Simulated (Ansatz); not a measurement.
# Sb (Fm-3m) in Ansatz: notebook

The runs below take Sb through relaxation of cell and atoms, with revPBE+D3(BJ), revPBE+D4.

Program: Ansatz 0.2.0. These are calculated values, not measurements. Logs are shortened: lines on timing, memory, paths and dates and some standing lists are left out, and cuts for length are marked.

### 1 Starting point

The structure is cubic, space group Fm-3m (No. 225). The conventional cell has a = 4.742 Å, b = 4.742 Å, c = 4.742 Å, α = 90.00°, β = 90.00°, γ = 90.00°. Sb (site symmetry m-3m) is surrounded by 12 Sb at 3.35 Å.

This isn't the form of Sb at room conditions, which is rhombohedral.

### 2 Relaxation of cell and atoms, revPBE+D3(BJ)

File input.yaml:

```yaml
crystal:
  lattice:
    - [0.0, 2.3712425216, 2.3712425216]
    - [2.3712425216, 0.0, 2.3712425216]
    - [2.3712425216, 2.3712425216, 0.0]
  atoms:
    - { symbol: Sb, position: [0.0, 0.0, 0.0] }
hamiltonian:
  xc: revpbe
  pseudopotentials: { kind: paw }
  dispersion: d3bj
kpoints:
  mp_grid: { grid: [10, 10, 10] }
scf:
  occupations: { method: fermi_dirac, width: 0.05 }
output:
  forces: true
  stress: true
  eigenvalues: true
  write_density: true
  write_potential: true
  elf: true
  volumetric_format: npy
relax:
  f_tol: 0.01
  max_steps: 40
  cell: { stress_tol: 0.05 }
```

Potentials or basis: Ansatz PAW.

Started as:

```console
$ ansatz run input.yaml --threads 2 --pin off --max-ram 5632MiB --backend cpu --events-out ev --progress --plain --runs-dir out
```

The program printed:

```text
Warning: RAYON_NUM_THREADS=2 ignored (pool sized by the plan → 2); use --threads N
Engine: ansatz 0.2.0, x86_64-unknown-linux-gnu
Pseudopotentials: kind: paw
Pseudopotential: Sb, paw, valence charge 15, recommended cutoff 420 eV (normal), Sb.paw.azcp
Functional definition: revPBE
  parameter kappa = 1.245
  parameter beta = 0.06672455060314922
  exchange = pbe_x(kappa = kappa, mu = beta*pi^2/3)
  correlation = pbe_c(beta = beta)
Crystal: 1 atoms, lattice volume = 26.666 Å³
Basis set: ecut = 420 eV, 531 PW (Γ), exchange–correlation on 48×48×48 points (8 copies of the dense FFT grid, shifted against one another)
Bands: 12, of which v1, the nominal top of the filled ones, is band 8 counted from 1 (7 counted from 0)
Symmetry: 48 space group operations
Space group: Fm-3m (ITA 225), of the structure as read, at distance tolerance 3.0e-5 Å
k-points: 47 of 1000
Non-local potential: Sb, projectors of the file, l = 0: 2, l = 1: 2, l = 2: 2, l = 3: 2
PAW form: soft (Blöchl's): semilocal exchange-correlation on the pseudo side does not see the compensation charge
PAW frozen core: Sb, regenerated for the run's functional, and the local potential with it (the file was generated under x = pbe(κ = 0.804, μ = 0.2195149727645171), c = pbe(β = 0.06672455060314922))
PAW one-centre angular grid: Sb, 590 points (default); XC on 64 Gauss nodes
Initial density: superposition of atomic densities (neutral atoms: chi_scale 0, normalization atom), corrected by the library's trained network
Initial wavefunctions: pseudopotential atomic-orbital guess
Functional: x = revpbe(κ = 1.245, μ = 0.2195149727645171), c = pbe(β = 0.06672455060314922)
SCF iter   1: F=—  HF=-6491.326709 eV  |F-HF|=—  |Δ(HF+E_count)|=         —  Δρ=2.17e-3  dr2=6.39e-4  ethr=1.77e-3  ⟨swp⟩=5.9  Hψ=3334  notcnv=0
preconditioner: auto → none  [metal: Δε(μ)=0.080 eV  Ē_g=12.601 eV  σ=0.050 eV  W_gap=0.38  n_scr=8 (ndim 8)  ℏωp=16.1 eV  f_vac=0.000  D(μ)=0.87/eV (n_scr^D=8)  sad-step TF]
SCF iter   2: F=—  HF=-6491.326166 eV  |F-HF|=—  |Δ(HF+E_count)|=   5.43e-4  Δρ=1.07e-3  dr2=2.72e-4  ethr=4.26e-6  ⟨swp⟩=2.0  Hψ=1253  notcnv=0
SCF iter   3: F=—  HF=-6491.326176 eV  |F-HF|=—  |Δ(HF+E_count)|=   1.06e-5  Δρ=3.95e-4  dr2=2.48e-5  ethr=1.82e-6  ⟨swp⟩=1.5  Hψ=601  notcnv=0
SCF iter   4: F=—  HF=-6491.326182 eV  |F-HF|=—  |Δ(HF+E_count)|=   5.11e-6  Δρ=5.75e-5  dr2=9.99e-7  ethr=1.65e-7  ⟨swp⟩=2.6  Hψ=886  notcnv=0
SCF iter   5: F=—  HF=-6491.326181 eV  |F-HF|=—  |Δ(HF+E_count)|=   2.48e-7  Δρ=1.92e-5  dr2=1.06e-7  ethr=6.66e-9  ⟨swp⟩=2.0  Hψ=886  notcnv=0
SCF iter   6: F=-6491.326181 eV  HF=-6491.326181 eV  |F-HF|=5.54e-9  |Δ(HF+E_count)|=   6.56e-8  Δρ=4.10e-6  dr2=4.25e-9  ethr=6.67e-10  ⟨swp⟩=9.4  Hψ=3540  notcnv=0
SCF 1 converged in 6 iterations: F = -6491.326181 eV  dr2 = 4.25e-9
relax step   1: F+E_penalty+E_count = -6491.32618121 eV  Δ(F+E_penalty+E_count) = +0.000e0 eV  max|allowed force component| = 0.000e0 eV/Å  Δτ_max = 0.0000 Å  P = -3.070 GPa  Ω = 26.666 Å³  (6 SCF iters, dr2 threshold 1.00e-7 eV, accepted)
Crystal: 1 atoms, lattice volume = 24.918 Å³
Initial density: handed on by an earlier stage of this run
Initial wavefunctions: those handed on with the density
iter 1 solved again at ethr=3.41e-7 eV; its pass at ethr=3.10e-3 eV (dr2=5.11e-5 eV) is discarded
SCF iter   1: F=—  HF=-6491.339299 eV  |F-HF|=—  |Δ(HF+E_count)|=         —  Δρ=7.16e-4  dr2=5.36e-5  ethr=3.41e-7  ⟨swp⟩=2.6  Hψ=5426  notcnv=0
[... 23 lines left out ...]
SCF iter   2: F=—  HF=-6491.340061 eV  |F-HF|=—  |Δ(HF+E_count)|=   1.31e-6  Δρ=2.88e-5  dr2=2.68e-8  ethr=8.45e-10  ⟨swp⟩=2.6  Hψ=868  notcnv=0
SCF iter   3: F=—  HF=-6491.340062 eV  |F-HF|=—  |Δ(HF+E_count)|=   9.44e-8  Δρ=1.79e-6  dr2=2.06e-10  ethr=1.79e-10  ⟨swp⟩=3.0  Hψ=927  notcnv=0
SCF iter   4: F=-6491.340062 eV  HF=-6491.340062 eV  |F-HF|=3.64e-12  |Δ(HF+E_count)|=  5.29e-10  Δρ=1.45e-7  dr2=4.56e-12  ethr=1.00e-12  ⟨swp⟩=6.5  Hψ=2275  notcnv=0
SCF 5 converged in 4 iterations: F = -6491.340062 eV  dr2 = 4.56e-12
relax step   5: F+E_penalty+E_count = -6491.34006157 eV  Δ(F+E_penalty+E_count) = +3.700e-4 eV  max|allowed force component| = 0.000e0 eV/Å  Δτ_max = 0.0000 Å  P = -0.000 GPa  Ω = 25.290 Å³  stress off target by 1.14e-4 GPa  SCF on the basis re-selected at this cell (its energy is not comparable with the rows above)  (4 SCF iters)
basis re-selected at this cell: Δ(F+E_penalty+E_count) = +3.700e-4 eV, ΔP = +0.005 GPa vs the last step (what re-selecting the basis moved, of the pressure what is left beyond the Pulay correction that the steps carried, after the strain that the cell walked since its last selection, with what the two solves' SCF thresholds leave and, on support functions, any second-order correction that the steps lacked; it is no measure of the basis error at this ecutwfc). This SCF's stress stands 1.14e-4 GPa from its target on what of the cell is left free (relax.cell.stress_tol is 5.00e-2 GPa) and its largest allowed force component is 0.00e0 eV/Å (relax.f_tol is 1.00e-2 eV/Å): within both
SCF converged after 4 iterations
Free energy (F): -6491.340062 eV
Harris-Foulkes:  -6491.340062 eV  (|F-HF|=3.64e-12)
Internal energy: -6491.333635 eV  (E = F + TS)
E sigma→0 (E₀):  -6491.336848 eV
Entropy (-TS):   -0.006427 eV (-6.427 meV/atom)
Fermi energy:    12.771789 eV
--- Per-component energies (eV) ---
  E_band       = -129.156277
  E_kinetic    = 207.252880
  E_local      = -1381.710280  (includes V_loc(G=0)·N_el)
  E_nonlocal   = 361.346806
  E_hartree    = 636.786534
  E_xc         = -139.048203
  E_vxc        = -96.774745  (∫ρ·V_xc dr)
  E_paw        = -4580.887561  (= ΣΔE_a)
  E_vpaw       = -492.843898  (= ΣTr[D̂ρ^β])
  E_aug_tail   = -0.000001  (compensation charges beyond the density's cutoff)
  E_ewald      = -1594.019001
  E_disp       = -1.047897  (pairwise vdW)
  E_core_change = -0.006912  (= ΣΔE_core)
  E_smearing   = -0.006427  (= −TS)
  E_closure    = -0.000000  (closes the sum)
  Σ components = -6491.340062   (vs F -6491.340062, Δ=0.00e0)
--- Forces (eV/Å), atoms counted from 1 ---
  atom   1  Sb    -0.00000000    -0.00000000    -0.00000000
  max |Σ_I F_I| component: 1.23e-31 eV/Å
--- Stress (GPa, compression-positive) ---
       -0.000114       0.000000       0.000000
        0.000000      -0.000114      -0.000000
        0.000000      -0.000000      -0.000114
  P = ⅓ Tr σ = -0.0001 GPa (-0.001 kbar)
--- Band table (eV; the first three rows and the last of 47) ---
  k-point 0: bands = ["-16.6158", "-16.6158", "-16.6158", "-16.5683", "-16.5683", "-0.6335", "18.6154", "18.6154", "18.6154", "22.9266", "23.5369", "23.5369"]
  k-point 1: bands = ["-16.6146", "-16.6108", "-16.6108", "-16.5679", "-16.5679", "-0.4230", "16.7520", "18.3332", "18.3332", "21.9468", "24.0261", "24.0261"]
  k-point 2: bands = ["-16.6119", "-16.6033", "-16.6033", "-16.5615", "-16.5615", "0.2054", "13.5765", "17.7593", "17.7593", "21.4950", "24.3796", "24.3796"]
  k-point 46: bands = ["-16.6109", "-16.6026", "-16.5617", "-16.5436", "-16.5053", "5.5689", "8.7357", "10.1780", "11.2550", "21.6696", "22.2985", "26.0456"]
--- Relaxed structure (4 steps of the walk, 4 accepted, 1 SCFs on fresh bases) ---
  F+E_penalty+E_count = -6491.34006157 eV   max|allowed force component| = 0.000e0 eV/Å   (the final SCF, on the basis selected at the relaxed cell)
  cell:  # Å, volume = 25.2901 Å³
    - [4.2036819271388605e-34, 2.3297381315378907, 2.3297381315378907]
    - [2.3297381315378907, 5.22275633371798e-34, 2.3297381315378907]
    - [2.3297381315378907, 2.3297381315378907, -5.09537203289559e-34]
  atoms:
    - { symbol: Sb, position: [0.0, 0.0, 0.0] }
```

rho_z.tsv:

```text
# z_ang	rho[e/angstrom^3]
# format = ansatz-planar-average/11
# lattice	0.000000000	2.329738132	2.329738132
# lattice	2.329738132	0.000000000	2.329738132
# lattice	2.329738132	2.329738132	-0.000000000
# sites	1
# site	51	0.000000000	0.000000000	0.000000000
0.000000	1.592652e0
0.137281	1.499302e0
0.274562	1.258044e0
0.411843	9.587358e-1
0.549125	6.869753e-1
0.686406	4.856966e-1
[... 16 lines left out ...]
3.020185	1.258044e0
3.157466	1.499302e0
```

Wall time 3.2 s (2 threads of Intel Xeon Platinum 8259CL at 2.50GHz (Skylake/Cascade Lake), shared host); peak memory 0.36 GiB.

What came out:

```yaml
Free_energy: -6491.3401 eV
Relaxed_volume: 25.29 Å³/atom
Relaxed_cell: a = 3.295 Å, b = 3.295 Å, c = 3.295 Å, α = 60.00°, β = 60.00°, γ = 60.00°
Space_group_after_relaxing_to_0.05_Å: Fm-3m (No. 225)
Energy_gained_by_relaxing: 13.9 meV/atom
Ionic_steps: 5
Pressure_after_relaxing: 0.0 GPa
Band_gap_on_the_k_mesh: none (metal or under the smearing width)
```

Step by step:
```
step  energy change (eV)  largest force (eV/Å)  volume (Å³)
   1              0.0000                0.0000        26.67
   2             -0.0132                0.0000        24.92
   3             -0.0142                0.0000        25.34
   4             -0.0143                0.0000        25.29
   5             -0.0139                0.0000        25.29
```

Final structure:
```
Sb
1.0
     0.00000    2.32974    2.32974
     2.32974    0.00000    2.32974
     2.32974    2.32974    0.00000
Sb
1
Direct
  0.00000 0.00000 0.00000
```

Levels at points of the mesh, in eV from the Fermi level:
| k point | band 5 | band 6 | band 7 | band 8 | band 9 | band 10 |
| --- | --- | --- | --- | --- | --- | --- |
| (0.00, 0.00, 0.00) | -29.34 | -13.41 | 5.84 | 5.84 | 5.84 | 10.15 |
| (0.00, 0.00, -0.50) | -29.29 | -9.26 | -6.21 | 3.98 | 3.98 | 8.83 |
| (0.00, -0.50, -0.50) | -29.28 | -7.45 | -5.25 | 0.42 | 0.42 | 4.25 |

Caveat: the plane-wave basis is chosen anew once the cell has moved, so the energies of steps on either side of that aren't comparable; pairwise dispersion overbinds metals, which lowers pressure and volume; the PAW data sets come from PBE, with cores solved anew for the run's functional, which leaves a small shift of forces and pressure. Spin-orbit coupling is left out, which matters for the levels of Sb.

### 3 Relaxation of cell and atoms, revPBE+D4

input.yaml: that of step 2 with these lines changed.

```diff
@@ -10,3 +10,3 @@
   pseudopotentials: { kind: paw }
-  dispersion: d3bj
+  dispersion: d4
 kpoints:
@@ -19,6 +19,2 @@
   eigenvalues: true
-  write_density: true
-  write_potential: true
-  elf: true
-  volumetric_format: npy
 relax:
```

Potentials or basis: Ansatz PAW.

Started as:

```console
$ ansatz run input.yaml --threads 2 --pin off --max-ram 5632MiB --backend cpu --events-out ev --progress --plain --runs-dir out
```

Wall time 3.3 s (2 threads of Intel Xeon Platinum 8259CL at 2.50GHz (Skylake/Cascade Lake), shared host); peak memory 0.36 GiB.

The run converged. Its results:

```
Free energy                            : -6491.2415 eV
Relaxed volume                         : 25.68 Å³/atom
Relaxed cell                           : a = 3.312 Å, b = 3.312 Å, c = 3.312 Å, α = 60.00°, β = 60.00°, γ = 60.00°
Space group after relaxing (to 0.05 Å) : Fm-3m (No. 225)
Energy gained by relaxing              : 6.9 meV/atom
Ionic steps                            : 5
Pressure after relaxing                : 0.0 GPa
Band gap on the k mesh                 : none (metal or under the smearing width)
```

Step by step:
| step | energy change (eV) | largest force (eV/Å) | volume (Å³) |
| --- | --- | --- | --- |
| 1 | 0.0000 | 0.0000 | 26.67 |
| 2 | -0.0067 | 0.0000 | 25.41 |
| 3 | -0.0072 | 0.0000 | 25.70 |
| 4 | -0.0072 | 0.0000 | 25.68 |
| 5 | -0.0069 | 0.0000 | 25.68 |

Final structure:
```xyz
1
Lattice="0.0000 2.3417 2.3417 2.3417 0.0000 2.3417 2.3417 2.3417 0.0000" Properties=species:S:1:pos:R:3 pbc="T T T"
Sb    0.0000    0.0000    0.0000
```

Levels at points of the mesh, in eV from the Fermi level:
```
             k point  band 4  band 5  band 6  band 7  band 8  band 9  band 10  band 11
  (0.00, 0.00, 0.00)  -29.33  -29.33  -13.28    5.72    5.72    5.72    10.16    10.70
 (0.00, 0.00, -0.50)  -29.29  -29.29   -9.23   -6.11    3.90    3.90     8.71     9.60
(0.00, -0.50, -0.50)  -29.27  -29.27   -7.46   -5.16    0.42    0.42     4.23     4.65
```

Caveat: the plane-wave basis is chosen anew once the cell has moved, so the energies of steps on either side of that aren't comparable; pairwise dispersion overbinds metals, which lowers pressure and volume; the PAW data sets come from PBE, with cores solved anew for the run's functional, which leaves a small shift of forces and pressure. The run has no spin-orbit coupling, so splittings on Sb are missing.
